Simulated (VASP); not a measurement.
# CoPtO2 (R-3m) in VASP: single point with PBE

Aim: the single point of CoPtO2 with PBE.

Everything below comes from runs of VASP 6.6.1. Logs are shortened: lines on timing, memory, paths and dates and some standing lists are left out, and cuts for length are marked.

## Step 1: The crystal as given

Symmetry: R-3m, No. 166, trigonal system. Conventional cell: a = 2.823 Å, b = 2.823 Å, c = 17.808 Å, α = 90.00°, β = 90.00°, γ = 120.00°. Around Co (site symmetry -3m) lie 6 O at 1.90 Å. Pt (site symmetry -3m) has 2 O at 2.00 Å as nearest neighbours. O (site symmetry 3m) has 3 Co at 1.90 Å and 1 Pt at 2.00 Å as nearest neighbours.

The cell is a database's computed one.

## Step 2: Single point, PBE, collinear spin, ferromagnetic start

File INCAR:

```
PREC = Accurate
ENCUT = 520
EDIFF = 1E-6
ISMEAR = -1
SIGMA = 0.1
LREAL = F
LASPH = T
NELM = 150
ALGO = Normal
ISIF = 2
LWAVE = F
LCHARG = T
ISPIN = 2
MAGMOM = 2 0 0 0
LORBIT = 11
LMAXMIX = 4
GGA = PE
LELF = T
LVHAR = T
NBANDS = 28
```

File KPOINTS:

```
Automatic mesh
0
Gamma
  16 16 16
```

File POSCAR:

```
CoPtO2
1.0
    1.4112950000      0.8148115482      5.9361333333
   -1.4112950000      0.8148115482      5.9361333333
    0.0000000000     -1.6296230963      5.9361333333
Co Pt O
1 1 2
Direct
    0.5000000000      0.5000000000      0.5000000000
    0.0000000000      0.0000000000      0.0000000000
    0.8877559700      0.8877559700      0.8877559700
    0.1122440300      0.1122440300      0.1122440300
```

Potentials or basis: VASP PAW PBE potentials, release 64 (Co, Pt, O).

The run is started by

```sh
$ cat potpaw_PBE.64/Co/POTCAR potpaw_PBE.64/Pt/POTCAR potpaw_PBE.64/O/POTCAR > POTCAR
$ mpirun -np 1 vasp_std > vasp.out
```

OUTCAR:

```text
PREC = Accurate
   ENCUT = 520
   EDIFF = 1E-6
   ISMEAR = -1
   LREAL = F
   LASPH = T
   NELM = 150
   ISIF = 2
   ISPIN = 2
   LORBIT = 11
   GGA = PE

 ion  position               nearest neighbor table
   1  0.500  0.500  0.500-   4 1.90   4 1.90   3 1.90   3 1.90   4 1.90   3 1.90
   2  0.000  0.000  0.000-   3 2.00   4 2.00
   3  0.888  0.888  0.888-   1 1.90   1 1.90   1 1.90   2 2.00
   4  0.112  0.112  0.112-   1 1.90   1 1.90   1 1.90   2 2.00

  LATTYP: Found a trigonal (rhomboedric) cell.
 ALAT       =     6.1557574990
 COS(alpha) =     0.8948758261

  Lattice vectors:

 A1 = (   1.4112950000,   0.8148115482,   5.9361333333)
 A2 = (  -1.4112950000,   0.8148115482,   5.9361333333)
 A3 = (   0.0000000000,  -1.6296230963,   5.9361333333)

Analysis of symmetry for initial positions (statically):
=====================================================================
 Subroutine PRICEL returns:
 Original cell was already a primitive cell.

 Routine SETGRP: Setting up the symmetry group for a
 trigonal (rhombohedral) supercell.

 Subroutine GETGRP returns: Found 12 space group operations
 (whereof 12 operations were pure point group operations)
 out of a pool of 12 trial point group operations.

The static configuration has the point symmetry D_3d.

Analysis of symmetry for dynamics (positions and initial velocities):
=====================================================================
 Subroutine PRICEL returns:
 Original cell was already a primitive cell.

 Routine SETGRP: Setting up the symmetry group for a
 trigonal (rhombohedral) supercell.

 Subroutine GETGRP returns: Found 12 space group operations
 (whereof 12 operations were pure point group operations)
 out of a pool of 12 trial point group operations.

The dynamic configuration has the point symmetry D_3d.

Analysis of structural, dynamic, and magnetic symmetry:
=====================================================================
 Subroutine PRICEL returns:
 Original cell was already a primitive cell.

 Routine SETGRP: Setting up the symmetry group for a
 trigonal (rhombohedral) supercell.

 Subroutine GETGRP returns: Found 12 space group operations
 (whereof 12 operations were pure point group operations)
 out of a pool of 12 trial point group operations.

The overall configuration has the point symmetry D_3d.

 Subroutine INISYM returns: Found 12 space group operations
 (whereof 12 operations are pure point group operations),
 and found     1 'primitive' translations

----------------------------------------------------------------------------------------

                                     Primitive cell

  volume of cell :      40.9572

  direct lattice vectors                    reciprocal lattice vectors
     1.411295000  0.814811548  5.936133333     0.354284540  0.204546275  0.056153276
    -1.411295000  0.814811548  5.936133333    -0.354284540  0.204546275  0.056153276
     0.000000000 -1.629623096  5.936133333     0.000000000 -0.409092549  0.056153276

  length of vectors
     6.155757499  6.155757499  6.155757499     0.412928449  0.412928449  0.412928449

  position of ions in fractional coordinates (direct lattice)
     0.500000000  0.500000000  0.500000000
     0.000000000  0.000000000  0.000000000
     0.887755970  0.887755970  0.887755970
     0.112244030  0.112244030  0.112244030

  ion indices of the primitive-cell ions
   primitive index   ion index
                 1           1
                 2           2
                 3           3
                 4           4

----------------------------------------------------------------------------------------

 KPOINTS: Automatic mesh

Automatic generation of k-mesh.
 Grid dimensions read from file:
 generate k-points for:   16   16   16

 Generating k-lattice:

  Cartesian coordinates                     Fractional coordinates (reciprocal lattice)
     0.022142784  0.012784142  0.003509580     0.062500000 -0.000000000  0.000000000
    -0.022142784  0.012784142  0.003509580    -0.000000000  0.062500000  0.000000000
     0.000000000 -0.025568284  0.003509580     0.000000000  0.000000000  0.062500000

  Length of vectors
     0.025808028  0.025808028  0.025808028

  Shift w.r.t. Gamma in fractional coordinates (k-lattice)
     0.000000000  0.000000000  0.000000000

 Subroutine IBZKPT returns following result:
 ===========================================

 Found    417 irreducible k-points:

 Following reciprocal coordinates:
            Coordinates               Weight
  0.000000  0.000000  0.000000      1.000000
  0.062500  0.000000 -0.000000      6.000000
  0.125000  0.000000 -0.000000      6.000000
  0.187500  0.000000 -0.000000      6.000000
  0.250000  0.000000 -0.000000      6.000000
  0.312500 -0.000000 -0.000000      6.000000
[... 16 lines left out ...]
 -0.125000  0.062500  0.000000     12.000000
 -0.062500  0.062500  0.000000      6.000000
 [... further k-points ...]
   k-points           NKPTS =    417   k-points in BZ     NKDIM =    417   number of bands    NBANDS=     28
   number of dos      NEDOS =    301   number of ions     NIONS =      4
   total plane-waves  NPLWV = 110592
   dimension x,y,z NGX =    48 NGY =   48 NGZ =   48
   dimension x,y,z NGXF=    96 NGYF=   96 NGZF=   96
   ions per type =               1   1   2
   NGX,Y,Z   is equivalent  to a cutoff of  12.96, 12.96, 12.96 a.u.
   NGXF,Y,Z  is equivalent  to a cutoff of  25.93, 25.93, 25.93 a.u.
 SYSTEM =  unknown system
   PREC   = accura    normal or accurate (medium, high low for compatibility)
   ISTART =      0    job   : 0-new  1-cont  2-samecut
   ICHARG =      2    charge: 1-file 2-atom 10-const
   ISPIN  =      2    spin polarized calculation?
   LNONCOLLINEAR =      F non collinear calculations
   LSORBIT =      F    spin-orbit coupling
   LASPH  =      T    aspherical Exc in radial PAW
   ENCUT  =  520.0 eV  38.22 Ry    6.18 a.u.  11.45 11.45 11.45*2*pi/ulx,y,z
   NELM   =    150;   NELMIN=  2; NELMDL= -5     # of ELM steps
   EDIFF  = 0.1E-05   stopping-criterion for ELM
   LREAL  =      F    real-space projection
   EDIFFG = 0.1E-04   stopping-criterion for IOM
   NSW    =      0    number of steps for IOM
   IBRION =     -1    ionic relax: 0-MD 1-quasi-New 2-CG
   NFREE  =      0    steps in history (QN), initial steepest desc. (CG)
   ISIF   =      2    stress and relaxation
   ISYM   =      2    0-nonsym 1-usesym 2-fastsym
   POTIM  = 0.5000    time-step for ionic-motion
   TEBEG  =    0.0;   TEEND  =   0.0 temperature during run
   PSTRESS=    0.0 pullay stress
   NELECT =      31.0000    total number of electrons
   NUPDOWN=      -1.0000    fix difference up-down
   EMIN   =  10.00;   EMAX   =-10.00  energy-range for DOS
   EFERMI =   0.00;   METHOD = LEGACY
   ISMEAR =    -1;   SIGMA  =   0.10  broadening in eV -4-tet -1-fermi 0-gaus
   EFERMI_NEDOS =   21; number of points for ismear=-14 and -15
   IALGO  =     38    algorithm
   IMIX   =      4    mixing-type and parameters
     AMIX     =   0.40;   BMIX     =  1.00
     AMIX_MAG =   1.60;   BMIX_MAG =  1.00
  volume/ion in A,a.u.               =      10.24        69.10
  Fermi-wavevector in a.u.,A,eV,Ry     =   1.491943  2.819363 30.285108  2.225893
  Thomas-Fermi vector in A             =   2.604533
   LORBIT       =     11    0 simple, 1 ext, 2 COOP (PROOUT), +10 PAW based schemes
   GGA     = PE    functional components
   LHFCALC =     F    Hartree Fock is set to
   AEXX    =    0.0000 exact exchange contribution
   IVDW    =     0    specifies the selected vdW correction
   LEPSILON=     F    determine dielectric tensor
   LRPA    =     F    only Hartree local field effects (RPA)
 spin polarized calculation
  energy-cutoff  :      520.00
  volume of cell :       40.96
 maximum number of plane-waves:      1119
 NGX is ok and might be reduce to    48
   NGX = 23   NGY = 23   NGZ = 23

 number of electron      30.9999999 magnetization       0.0002878

 number of electron      30.9999999 magnetization      -0.0001915

 Free energy of the ion-electron system (eV)
  ---------------------------------------------------
  ext. energy  EPLUGINS =         0.00000000
  ---------------------------------------------------
  free energy    TOTEN  =       -26.44644684 eV

  energy without entropy =      -26.42487359  energy(sigma->0) =      -26.43566022

 E-fermi :   8.7786     XC(G=0): -12.6965

 val. band max:        8.6262842189   @ k =  -0.3125  -0.3125   0.1250
 cond. band min:       8.7872970352   @ k =  -0.4375  -0.4375   0.0625
 fundamental gap:      0.1610128163
 Fermi energy:         8.7785759217

 spin component 1

 k-point     1 :       0.0000    0.0000    0.0000
  band No.  band energies     occupation
      1     -12.8513      1.00000
      2     -10.9425      1.00000
      3      -0.9104      1.00000
      4       1.6828      1.00000
      5       2.2432      1.00000
      6       2.2432      1.00000
[... 19 lines left out ...]
     26      27.1793      0.00000
     27      30.3819      0.00000
[... 667 lines left out ...]
      5       2.0088      1.00000
      6       2.3010      1.00000
[... 19 lines left out ...]
     26      26.6254      0.00000
     27      28.8897      0.00000

 [... further k-points ...]

 spin component 2

 k-point     1 :       0.0000    0.0000    0.0000
  band No.  band energies     occupation
      1     -12.8512      1.00000
      2     -10.9424      1.00000
      3      -0.9104      1.00000
      4       1.6830      1.00000
      5       2.2432      1.00000
      6       2.2432      1.00000
[... 19 lines left out ...]
     26      27.1792      0.00000
     27      30.3818      0.00000
[... 667 lines left out ...]
      5       2.0090      1.00000
      6       2.3009      1.00000
[... 19 lines left out ...]
     26      26.6253      0.00000
     27      28.8897      0.00000

 [... further k-points ...]

 [bands above 27 left out]

------------------------ aborting loop because EDIFF is reached ----------------------------------------

  FORCE on cell =-STRESS in cart. coord.  units (eV):
  Direction    XX          YY          ZZ          XY          YZ          ZX
  --------------------------------------------------------------------------------------
  -------------------------------------------------------------------------------------
  Total        1.7029358      1.7029358      1.7992184     -0.0000000      0.0000000      0.0000000
  in kB       66.6160665     66.6160665     70.3824835     -0.0000000      0.0000000      0.0000000
  external PRESSURE =      67.8715388 kB  Pullay stress =       0.0000000 kB

 VOLUME and BASIS-vectors are now :
 -----------------------------------------------------------------------------
  energy-cutoff  :      520.00
  volume of cell :       40.96
      direct lattice vectors                 reciprocal lattice vectors
     1.411295000  0.814811548  5.936133333     0.354284540  0.204546275  0.056153276
    -1.411295000  0.814811548  5.936133333    -0.354284540  0.204546275  0.056153276
     0.000000000 -1.629623096  5.936133333     0.000000000 -0.409092549  0.056153276

 POSITION                                       TOTAL-FORCE (eV/Angst)
 -----------------------------------------------------------------------------------
      0.00000      0.00000      8.90420         0.000000      0.000000      0.000000
      0.00000      0.00000      0.00000         0.000000      0.000000      0.000000
      0.00000      0.00000     15.80951         0.000000      0.000000      0.089483
      0.00000      0.00000      1.99889         0.000000     -0.000000     -0.089483
 -----------------------------------------------------------------------------------
    total drift:                                0.000000      0.000000     -0.000000

  FREE ENERGIE OF THE ION-ELECTRON SYSTEM (eV)
  ---------------------------------------------------
  free  energy   TOTEN  =       -26.4464468435 eV

  energy  without entropy=      -26.4248735877  energy(sigma->0) =      -26.43566022

 total charge

# of ion       s       p       d       tot
------------------------------------------
    1        0.433   0.671   7.366   8.470
    2        0.651   0.574   8.012   9.237
    3        1.557   3.460   0.000   5.017
    4        1.557   3.460   0.000   5.017
--------------------------------------------------
tot          4.199   8.164  15.378  27.741

 magnetization (x)

# of ion       s       p       d       tot
------------------------------------------
    1       -0.000  -0.000  -0.000  -0.000
    2        0.000   0.000   0.000   0.000
    3        0.000   0.000   0.000   0.000
    4        0.000   0.000   0.000   0.000
--------------------------------------------------
tot          0.000   0.000  -0.000   0.000
```

Wall time 49 min (1 thread of AMD EPYC 9R45 (Zen 5), shared host); peak memory 0.95 GiB.

What came out:

```
Free energy                                           : -26.4464 eV
Pressure                                              : 6.8 GPa
Largest force                                         : 0.089 eV/Å
Band gap on the k mesh                                : none (metal or under the smearing width)
Net moment                                            : 0.00 μB per cell
Valence electrons inside the program's atomic spheres : Co 8.47; Pt 9.24; O 5.02
```

Forces in eV/Å, atoms in the order of the input:
```
Co   0.000  0.000  0.000
Pt   0.000  0.000  0.000
O    0.000  0.000  0.089
O    0.000  0.000 -0.089
```

Levels at points of the mesh, in eV from the Fermi level:
Spin up:
```
           k point  band 12  band 13  band 14  band 15  band 16  band 17  band 18  band 19  band 20  band 21
(0.00, 0.00, 0.00)    -1.95    -1.95    -1.63    -1.63    -1.54     1.87     1.87     2.77     5.54     9.04
(0.50, 0.00, 0.00)    -1.46    -1.25    -1.01     0.01     1.05     1.29     1.33     2.47     7.11    10.01
(0.50, 0.50, 0.00)    -1.87    -1.25    -1.04     0.01     0.17     1.75     2.22     2.47     7.77     9.05
(0.50, 0.50, 0.50)    -1.87    -1.87    -0.89    -0.76    -0.76     1.44     1.44     3.98     4.53     8.77
```
Spin down:
```csv
k point,band 13,band 14,band 15,band 16,band 17,band 18,band 19,band 20
"(0.00, 0.00, 0.00)",-1.95,-1.63,-1.63,-1.54,1.87,1.87,2.77,5.54
"(0.50, 0.00, 0.00)",-1.25,-1.01,0.01,1.05,1.29,1.33,2.47,7.11
"(0.50, 0.50, 0.00)",-1.25,-1.04,0.01,0.17,1.75,2.22,2.47,7.77
"(0.50, 0.50, 0.50)",-1.87,-0.89,-0.76,-0.76,1.44,1.44,3.98,4.53
```

Caveat: the starting moments collapsed, and a magnetic state may lie lower; semilocal functionals often make such compounds metallic where correlation or magnetic order opens a gap, which also shifts bond lengths. Spin-orbit coupling is left out, which matters for the levels of Pt.
